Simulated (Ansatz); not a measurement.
# AgI: the cost of one run

Method: DFT PBEsol with spin–orbit coupling, plane waves, PAW, in Ansatz 0.2.0.

The COD entry's cell or inner coordinates are ideal or old and differ from later refinements, so a difference from it is no clean test against experiment.

6 further runs of the same task are left out: 1 that didn't finish, 5 set aside as unsound or not needed.

**1. The system as given**

It takes space group F-43m (No. 216, cubic). The conventional cell has a = 6.473 Å, b = 6.473 Å, c = 6.473 Å, α = 90.00°, β = 90.00°, γ = 90.00°. Around Ag (site symmetry -43m) lie 4 I at 2.80 Å. Around I (site symmetry -43m) lie 4 Ag at 2.80 Å.

Coordinates:

```cif
data_structure
_symmetry_space_group_name_H-M 'P 1'
_symmetry_Int_Tables_number 1
_cell_length_a 4.5771
_cell_length_b 4.5771
_cell_length_c 4.5771
_cell_angle_alpha 60.000
_cell_angle_beta 60.000
_cell_angle_gamma 60.000
_cell_volume 67.80
loop_
_atom_site_label
_atom_site_type_symbol
_atom_site_fract_x
_atom_site_fract_y
_atom_site_fract_z
_atom_site_occupancy
Ag1 Ag 0.00000 0.00000 0.00000 1
I1 I 0.75000 0.75000 0.75000 1
```

The cell is the deposited one, not relaxed. An earlier run on this cell at PBEsol, without spin–orbit coupling gave -0.35 GPa at 33.902 Å³/atom (10×10×10 mesh), mesh gap 1.20 eV.

**2. Spin-orbit coupling: topological invariants**

Contents of input.yaml:

```yaml
crystal:
  lattice:
    - [0.0, 3.23649942, 3.23649942]
    - [3.23649942, 0.0, 3.23649942]
    - [3.23649942, 3.23649942, 0.0]
  atoms:
    - { symbol: Ag, position: [0.0, 0.0, 0.0] }
    - { symbol: I, position: [0.75, 0.75, 0.75] }
basis:
  ecutwfc: 420
  ecutrho_ratio: 4
kpoints:
  mp_grid: { grid: [6, 6, 6] }
hamiltonian:
  xc: pbesol
scf:
  occupations: { method: gaussian, width: 0.05 }
output:
  forces: true
  stress: true
  eigenvalues: true
  populations: true
  topological_invariants: true
magnetization:
  noncollinear: true
  spin_orbit: true
```

Command:

```console
$ ansatz run input.yaml --threads 4 --pin off --max-ram 9216MiB --backend cpu --events-out ev --progress --plain --runs-dir out
```

What time and memory should one allow on 4 threads of Intel Xeon 6975P-C (Granite Rapids), shared host?

About 21 s, with a peak of 0.89 GiB.
